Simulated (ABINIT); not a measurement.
The system is PbS.

```
Pb S
1.0
     4.08970    0.00000    0.00000
    -2.04485    3.54178    0.00000
     0.00000    0.00000    3.78817
Pb S
1 1
Direct
  0.00000 0.00000 0.00000
  0.66667 0.33333 0.50000
```

Measurements of this composition are mostly on another form, of space group No. 225.

```yaml
Program: ABINIT 10.8.3 (patched build)
Task: single point
Functional: PBE
Potentials_or_basis: JTH PAW PBE v2.0
Cutoff: 599 eV
k_mesh: 8 × 8 × 7
Occupations: fermi-dirac, width 0.05 eV
Spin: no spin polarisation
```

On this cell: pressure 0.1 GPa; largest force under 0.003 eV/Å; band gap on the k mesh 0.21 eV, indirect (least direct gap 1.64 eV).

The same run follows on a disturbed copy (atoms moved at random, drawn with an rms of 0.05 Å):

```
CELL_PARAMETERS angstrom
4.08970 0.00000 0.00000
-2.04485 3.54178 0.00000
0.00000 0.00000 3.78817
ATOMIC_POSITIONS crystal
Pb 0.00914 0.00313 0.99818
S 0.64940 0.31891 0.50437
```

Problem. What changes?

Solution. The energy moves by +3.6 meV/atom; pressure 0.2 GPa; largest force 0.166 eV/Å; band gap on the k mesh 0.12 eV, indirect (least direct gap 1.65 eV).

Forces in eV/Å, atoms in the order of the input:
```
Pb  -0.122 -0.110 -0.025
S    0.122  0.110  0.025
```

Stress tensor (GPa, compression positive):
```
 0.15 -0.02 -0.05
-0.02  0.15 -0.04
-0.05 -0.04  0.23
```

Caveats: spin-orbit coupling is left out, which as a rule narrows the gap of such compounds by several tenths of an eV; an odd mesh through Γ misses points on the zone boundary, where band edges often lie.
